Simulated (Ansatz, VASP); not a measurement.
Given: the input of a run of Ansatz 0.2.0 on Pt.

Contents of input.yaml:

```yaml
crystal:
  lattice:
    - [0.0, 2.0013351819, 1.882464]
    - [2.0013351819, 0.0, 1.882464]
    - [2.0013351819, 2.0013351819, 0.0]
  atoms:
    - { symbol: Pt, position: [0.0, 0.0, 0.0] }
kpoints:
  mp_grid: { grid: [12, 12, 12] }
scf:
  occupations: { method: fermi_dirac, width: 0.05 }
hamiltonian:
  xc: pbesol
  pseudopotentials: { kind: all_electron, lapw: { basis_error: 0.001 } }
output:
  forces: true
  stress: true
  eigenvalues: true
```

Potentials or basis: all-electron LAPW, scalar-relativistic.

Run with:

```console
$ ansatz run input.yaml --threads 1 --pin off --max-ram 3072MiB --backend cpu --events-out ev --progress --plain --runs-dir out
```

Translate it to VASP 6.6.1. Potentials there: VASP PAW PBE potentials, release 64 (Pt).

As run (the cutoff follows the program's own potentials):

File INCAR:

```
SYSTEM = Pt
  ALGO = Normal
  EDIFF = 1E-6
  ENCUT = 520
  GGA = PS
  ISIF = 2
  ISMEAR = -1
  LASPH = .TRUE.
  LCHARG = .TRUE.
  LELF = .TRUE.
  LREAL = .FALSE.
  LVHAR = .TRUE.
  LWAVE = .FALSE.
  NBANDS = 11
  NELM = 100
  PREC = Accurate
  SIGMA = 0.05
```

File KPOINTS:

```
k-points
0
G
  12 12 12
  0 0 0
```

File POSCAR:

```
Pt
1.0
    0.0000000000      2.0013351819      1.8824640000
    2.0013351819      0.0000000000      1.8824640000
    2.0013351819      2.0013351819      0.0000000000
Pt
1
Direct
    0.0000000000      0.0000000000      0.0000000000
```

Potentials or basis: VASP PAW PBE potentials, release 64 (Pt).

The run is started by

```bash
$ cat potpaw_PBE.64/Pt/POTCAR > POTCAR
$ mpirun -np 1 vasp_std > vasp.out
```

Both were run:

|  | VASP | Ansatz | Ansatz less VASP |
| --- | --- | --- | --- |
| gap on the k mesh at the Fermi level (eV) | none | none | - |
| pressure (GPa) | -0.8 | -0.4 | +0.38 |
| largest component of the traceless stress (GPa) | 2.77 | 2.77 | +0.004 |

A gap of «none» marks a metal or a gap that the smearing closes. Ansatz ran all-electron here, so the differences hold the error of VASP's frozen core and of both bases.

Caveats: the PAW data sets were made with another functional, which shifts forces and pressure a little (VASP). The runs have no spin-orbit coupling, so splittings on Pt are missing.
